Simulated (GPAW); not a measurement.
**Li in GPAW: convergence with smearing width (eV)**

The system is Li.

```xyz
2
Lattice="3.1110 0.0000 0.0000 -1.5555 2.6942 0.0000 0.0000 0.0000 5.0930" Properties=species:S:1:pos:R:3 pbc="T T T"
Li    1.5555    0.8981    3.8197
Li    0.0000    1.7961    1.2732
```

This isn't the form of Li at room conditions, which is bcc.

| Item | Value |
| --- | --- |
| Program | GPAW 26.7.0 |
| Task | convergence study |
| Functional | RPBE |
| Potentials or basis | the program's PAW data sets (release 1.2.1) made for this functional |
| Cutoff | 800 eV |
| Basis | pw |
| k mesh | 7 × 7 × 4 |
| Occupations | methfessel-paxton, width 0.5 eV |
| Spin | no spin polarisation |

These are the settings of the first run; the series varies smearing width (eV), with any setting tied to it.

Hardware: 1 thread of Arm Neoverse V1, with other jobs on the host.

**Question.** The values tried are 0.5, 0.3, 0.2, 0.15, 0.1, 0.05, 0.025, 0.01, loosest first. From which on does the energy stay within 1 meV/atom of the tightest run that finished?

**Answer.** From 0.3 on.

| smearing width (eV) | energy less the tightest run, at zero smearing (meV/atom) | SCF cycles | CPU time (s) | peak memory (GiB) |
| --- | --- | --- | --- | --- |
| 0.5 | 1.97 | 9 | 8.5 | 0.15 |
| 0.3 | 0.22 | 9 | 8.2 | 0.15 |
| 0.2 | -0.79 | 9 | 8.1 | 0.15 |
| 0.15 | -0.50 | 9 | 7.9 | 0.15 |
| 0.1 | -0.41 | 9 | 7.7 | 0.15 |
| 0.05 | -0.17 | 9 | 7.6 | 0.15 |
| 0.025 | -0.06 | 9 | 7.4 | 0.15 |
| 0.01 | 0.00 | 9 | 7.5 | 0.15 |

Narrower smearing needs a denser k mesh, so at a fixed mesh the narrowest width isn't the most accurate. The tightest run that finished is the yardstick and may itself not be fully converged.

Caveat, for the tightest run too: this smearing can pin the Fermi level at a band edge.
